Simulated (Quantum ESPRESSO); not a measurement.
# Ag (Fm-3m) in Quantum ESPRESSO: a series of runs, part 2 of 2

Quantum ESPRESSO 7.5. The steps go on from the part before.

### 3 Phonons, PBE

pw.in reads:

```
&CONTROL
  calculation = 'scf'
  prefix = 'pwscf'
  outdir = './tmp'
  pseudo_dir = './pseudo'
  tprnfor = .true.
  tstress = .true.
  disk_io = 'low'
/
&SYSTEM
  ibrav = 0
  nat = 1
  ntyp = 1
  ecutwfc = 82
  nbnd = 16
  occupations = 'smearing'
  smearing = 'mv'
  degauss = 0.01469973
/
&ELECTRONS
  conv_thr = 2d-10
  electron_maxstep = 120
  mixing_beta = 0.5
/
ATOMIC_SPECIES
Ag   107.8682 Ag.upf
CELL_PARAMETERS angstrom
   0.0000000000    2.0427500000    2.0427500000
   2.0427500000    0.0000000000    2.0427500000
   2.0427500000    2.0427500000    0.0000000000
ATOMIC_POSITIONS crystal
Ag     0.0000000000    0.0000000000    0.0000000000
K_POINTS automatic
9 9 9 0 0 0
```

scf2.in reads:

```
&CONTROL
  calculation = 'scf'
  prefix = 'pwscf'
  outdir = './tmp'
  pseudo_dir = './pseudo'
  tprnfor = .true.
  tstress = .true.
  disk_io = 'low'
/
&SYSTEM
  ibrav = 0
  nat = 1
  ntyp = 1
  ecutwfc = 82
  nbnd = 16
  occupations = 'smearing'
  smearing = 'mv'
  degauss = 0.01469973
/
&ELECTRONS
  conv_thr = 1d-13
  electron_maxstep = 120
  mixing_beta = 0.5
  startingpot = 'file'
  startingwfc = 'file'
/
ATOMIC_SPECIES
Ag   107.8682 Ag.upf
CELL_PARAMETERS angstrom
   0.0000000000    2.0427500000    2.0427500000
   2.0427500000    0.0000000000    2.0427500000
   2.0427500000    2.0427500000    0.0000000000
ATOMIC_POSITIONS crystal
Ag     0.0000000000    0.0000000000    0.0000000000
K_POINTS automatic
9 9 9 0 0 0
```

ph.in reads:

```
phonons of Ag
&INPUTPH
  prefix = 'pwscf'
  outdir = './tmp'
  tr2_ph = 1d-18
  fildyn = 'dyn'
  niter_ph = 90
  alpha_mix(1) = 0.4
/
0.3535533906 0.7071067812 -0.0000000000
```

Potentials or basis: PseudoDojo 0.4.1 SR PBE standard.

Started as:

```console
> OMP_NUM_THREADS=1 pw.x -in pw.in > pw.out
> OMP_NUM_THREADS=1 pw.x -in scf2.in > scf2.out
> OMP_NUM_THREADS=1 ph.x -in ph.in > ph.out
```

pw.out:

```text
This program is part of the open-source Quantum ESPRESSO suite
     for quantum simulation of materials; please cite
[... 9 lines left out ...]
     --------------------
     sticks:   dense  smooth     PW     G-vecs:    dense   smooth      PW
     Sum         673     673    211                11575    11575    1989

     Using Slab Decomposition

     bravais-lattice index     =            0
     lattice parameter (alat)  =       5.4592  a.u.
     unit-cell volume          =     115.0462 (a.u.)^3
     number of atoms/cell      =            1
     number of atomic types    =            1
     number of electrons       =        19.00
     number of Kohn-Sham states=           16
     kinetic-energy cutoff     =      82.0000  Ry
     charge density cutoff     =     328.0000  Ry
     scf convergence threshold =      2.0E-10
     mixing beta               =       0.5000
     number of iterations used =            8  plain     mixing
     Exchange-correlation= PBE
                           (   1   4   3   4   0   0   0)

     celldm(1)=   5.459201  celldm(2)=   0.000000  celldm(3)=   0.000000
     celldm(4)=   0.000000  celldm(5)=   0.000000  celldm(6)=   0.000000

     crystal axes: (cart. coord. in units of alat)
               a(1) = (   0.000000   0.707107   0.707107 )
               a(2) = (   0.707107   0.000000   0.707107 )
               a(3) = (   0.707107   0.707107   0.000000 )

     reciprocal axes: (cart. coord. in units 2 pi/alat)
               b(1) = ( -0.707107  0.707107  0.707107 )
               b(2) = (  0.707107 -0.707107  0.707107 )
               b(3) = (  0.707107  0.707107 -0.707107 )
[... 59 lines left out ...]
        k(   35) = (  -0.0785674  -0.3928371   0.7071068), wk =   0.0658436

     Dense  grid:    11575 G-vectors     FFT dimensions: (  32,  32,  32)

     Initial potential from superposition of free atoms

     starting charge      18.9995, renormalised to      19.0000
     Starting wfcs are   10 randomized atomic wfcs +    6 random wfcs

     Self-consistent Calculation

     iteration #  1     ecut=    82.00 Ry     beta= 0.50
     Davidson diagonalization with overlap
     ethr =  1.00E-02,  avg # of iterations =  4.7

     Threshold (ethr) on eigenvalues was too large:
     Diagonalizing with lowered threshold

     Davidson diagonalization with overlap
     ethr =  3.25E-04,  avg # of iterations =  1.4

     total energy              =    -310.02005070 Ry
     estimated scf accuracy    <       0.06184706 Ry
[... 51 lines left out ...]
     iteration #  8     ecut=    82.00 Ry     beta= 0.50
     Davidson diagonalization with overlap
     ethr =  4.56E-12,  avg # of iterations =  1.8

     End of self-consistent calculation

          k = 0.0000 0.0000 0.0000 (  1459 PWs)   bands (ev):

   -74.5629 -37.9503 -37.9503 -37.9503   9.6573  12.6539  12.6539  12.6539
    13.6919  13.6919  33.6342  37.1734  37.1734  37.1734  41.8902  42.7646

          k = 0.0786 0.0786-0.0786 (  1435 PWs)   bands (ev):
[... 166 lines left out ...]
   -74.5402 -38.0694 -38.0493 -38.0096  11.7906  12.1403  12.5962  13.7425
    14.6115  21.4663  24.2933  25.1345  26.5255  39.3711  39.8770  42.7796

     the Fermi energy is    17.5830 ev

!    total energy              =    -310.03853375 Ry
     estimated scf accuracy    <          1.0E-10 Ry
     smearing contrib. (-TS)   =       0.00013294 Ry
     internal energy E=F+TS    =    -310.03866669 Ry

     The total energy is F=E-TS. E is the sum of the following terms:
     one-electron contribution =    -120.31118903 Ry
     hartree contribution      =      70.98976820 Ry
     xc contribution           =     -46.33471411 Ry
     ewald contribution        =    -214.38253174 Ry

     convergence has been achieved in   8 iterations

     Forces acting on atoms (cartesian axes, Ry/au):

     atom    1 type  1   force =     0.00000000    0.00000000    0.00000000

     Total force =     0.000000     Total SCF correction =     0.000000

     Computing stress (Cartesian axis) and pressure

          total   stress  (Ry/bohr**3)                   (kbar)     P=       43.93
   0.00029865   0.00000000   0.00000000           43.93        0.00        0.00
   0.00000000   0.00029865   0.00000000            0.00       43.93        0.00
   0.00000000   0.00000000   0.00029865            0.00        0.00       43.93

=------------------------------------------------------------------------------=
   JOB DONE.
=------------------------------------------------------------------------------=
```

ph.out:

```text
This program is part of the open-source Quantum ESPRESSO suite
     for quantum simulation of materials; please cite
         "P. Giannozzi et al., J. Phys.:Condens. Matter 21 395502 (2009);
         "P. Giannozzi et al., J. Phys.:Condens. Matter 29 465901 (2017);
         "P. Giannozzi et al., J. Chem. Phys. 152 154105 (2020);
     in publications or presentations arising from this work. More details at

     IMPORTANT: XC functional enforced from input :
[... 274 lines left out ...]
     freq (   2-   3) =        189.8  [cm-1]   --> E    X_5  W_3

     INITIALIZATION:

     DYNAMICAL MATRIX:

      Additional routines

=------------------------------------------------------------------------------=
   JOB DONE.
=------------------------------------------------------------------------------=
```

Run time: 3.3 min. Hardware: 1 thread of Arm Neoverse V2, shared host; peak memory 0.09 GiB.

Results:

```
Free energy                                 : -4218.2891 eV
Pressure after relaxing                     : 4.4 GPa
Band gap on the k mesh                      : none (metal or under the smearing width)
Highest phonon frequency at the q point run : 190 cm⁻¹
```

Phonon frequencies in cm⁻¹ (negative: imaginary):
| q point | frequencies |
| --- | --- |
| (0.500, 0.250, 0.750) | 140 190 190 |

Phonon modes at q = (0.500, 0.250, 0.750) in reciprocal lattice units:
| mode | symmetry | cm⁻¹ |
| --- | --- | --- |
| 1 | B_2 | 140 |
| 2 | E | 190 |
| 3 | E | 190 |

Caveat: the mesh is thin for the phonons of a metal; the cell is more than 3 GPa from zero pressure, which shifts response properties; the q point doesn't lie on the k mesh, which can shift a metal's frequencies strongly unless the mesh is converged.

### 4 Phonons, PBE

pw.in is that of step 3.

scf2.in is that of step 3.

ph.in: that of step 3 with these lines changed.

```diff
@@ -9,2 +9,2 @@
 /
-0.3535533906 0.7071067812 -0.0000000000
+0.0000000000 0.7071067812 0.0000000000
```

Potentials or basis: PseudoDojo 0.4.1 SR PBE standard.

Started as:

```console
> OMP_NUM_THREADS=1 pw.x -in pw.in > pw.out
> OMP_NUM_THREADS=1 pw.x -in scf2.in > scf2.out
> OMP_NUM_THREADS=1 ph.x -in ph.in > ph.out
```

pw.out:

```text
This program is part of the open-source Quantum ESPRESSO suite
     for quantum simulation of materials; please cite
[... 9 lines left out ...]
     --------------------
     sticks:   dense  smooth     PW     G-vecs:    dense   smooth      PW
     Sum         673     673    211                11575    11575    1989

     Using Slab Decomposition

     bravais-lattice index     =            0
     lattice parameter (alat)  =       5.4592  a.u.
     unit-cell volume          =     115.0462 (a.u.)^3
     number of atoms/cell      =            1
     number of atomic types    =            1
     number of electrons       =        19.00
     number of Kohn-Sham states=           16
     kinetic-energy cutoff     =      82.0000  Ry
     charge density cutoff     =     328.0000  Ry
     scf convergence threshold =      2.0E-10
     mixing beta               =       0.5000
     number of iterations used =            8  plain     mixing
     Exchange-correlation= PBE
[... 149 lines left out ...]
     ethr =  4.56E-12,  avg # of iterations =  1.8

     End of self-consistent calculation

          k = 0.0000 0.0000 0.0000 (  1459 PWs)   bands (ev):

   -74.5629 -37.9503 -37.9503 -37.9503   9.6573  12.6539  12.6539  12.6539
    13.6919  13.6919  33.6342  37.1734  37.1734  37.1734  41.8902  42.7646

          k = 0.0786 0.0786-0.0786 (  1435 PWs)   bands (ev):
[... 166 lines left out ...]
   -74.5402 -38.0694 -38.0493 -38.0096  11.7906  12.1403  12.5962  13.7425
    14.6115  21.4663  24.2933  25.1345  26.5255  39.3711  39.8770  42.7796

     the Fermi energy is    17.5830 ev

!    total energy              =    -310.03853375 Ry
     estimated scf accuracy    <          1.0E-10 Ry
     smearing contrib. (-TS)   =       0.00013294 Ry
     internal energy E=F+TS    =    -310.03866669 Ry

     The total energy is F=E-TS. E is the sum of the following terms:
     one-electron contribution =    -120.31118903 Ry
     hartree contribution      =      70.98976820 Ry
     xc contribution           =     -46.33471411 Ry
     ewald contribution        =    -214.38253174 Ry

     convergence has been achieved in   8 iterations

     Forces acting on atoms (cartesian axes, Ry/au):

     atom    1 type  1   force =     0.00000000    0.00000000    0.00000000

     Total force =     0.000000     Total SCF correction =     0.000000

     Computing stress (Cartesian axis) and pressure

          total   stress  (Ry/bohr**3)                   (kbar)     P=       43.93
   0.00029865   0.00000000   0.00000000           43.93        0.00        0.00
   0.00000000   0.00029865   0.00000000            0.00       43.93        0.00
   0.00000000   0.00000000   0.00029865            0.00        0.00       43.93

=------------------------------------------------------------------------------=
   JOB DONE.
=------------------------------------------------------------------------------=
```

scf2.out:

```text
This program is part of the open-source Quantum ESPRESSO suite
     for quantum simulation of materials; please cite
[... 9 lines left out ...]
     --------------------
     sticks:   dense  smooth     PW     G-vecs:    dense   smooth      PW
     Sum         673     673    211                11575    11575    1989
[... 324 lines left out ...]
   0.00029928  -0.00000000  -0.00000000           44.02       -0.00       -0.00
   0.00000000   0.00029928  -0.00000000            0.00       44.02       -0.00
  -0.00000000  -0.00000000   0.00029928           -0.00       -0.00       44.02

=------------------------------------------------------------------------------=
   JOB DONE.
=------------------------------------------------------------------------------=
```

ph.out:

```text
This program is part of the open-source Quantum ESPRESSO suite
     for quantum simulation of materials; please cite
         "P. Giannozzi et al., J. Phys.:Condens. Matter 21 395502 (2009);
         "P. Giannozzi et al., J. Phys.:Condens. Matter 29 465901 (2017);
         "P. Giannozzi et al., J. Chem. Phys. 152 154105 (2020);
     in publications or presentations arising from this work. More details at

[... 266 lines left out ...]
     freq (   3-   3) =        238.0  [cm-1]   --> A_2u X_4' M_4'

     INITIALIZATION:

     DYNAMICAL MATRIX:

      Additional routines

=------------------------------------------------------------------------------=
   JOB DONE.
=------------------------------------------------------------------------------=
```

Wall time 1.9 min (1 thread of Arm Neoverse V2, shared host); peak memory 0.09 GiB.

Results:

* Free energy: -4218.2891 eV
* Pressure after relaxing: 4.4 GPa
* Band gap on the k mesh: none (metal or under the smearing width)
* Highest phonon frequency at the q point run: 238 cm⁻¹

Levels at points of the mesh, in eV from the Fermi level:
| k point | band 7 | band 8 | band 9 | band 10 | band 11 | band 12 | band 13 | band 14 |
| --- | --- | --- | --- | --- | --- | --- | --- | --- |
| (0.00, 0.00, 0.00) | -4.93 | -4.93 | -3.89 | -3.89 | 16.05 | 19.59 | 19.59 | 19.59 |

Phonon frequencies in cm⁻¹ (negative: imaginary):
| q point | frequencies |
| --- | --- |
| (0.500, 0.000, 0.500) | 146 146 238 |

Phonon modes at q = (0.500, 0.000, 0.500) in reciprocal lattice units:
```
mode  symmetry  cm⁻¹
   1       E_u   146
   2       E_u   146
   3      A_2u   238
```

Caveat: the mesh is thin for the phonons of a metal; the cell is more than 3 GPa from zero pressure, which shifts response properties; the q point doesn't lie on the k mesh, which can shift a metal's frequencies strongly unless the mesh is converged.
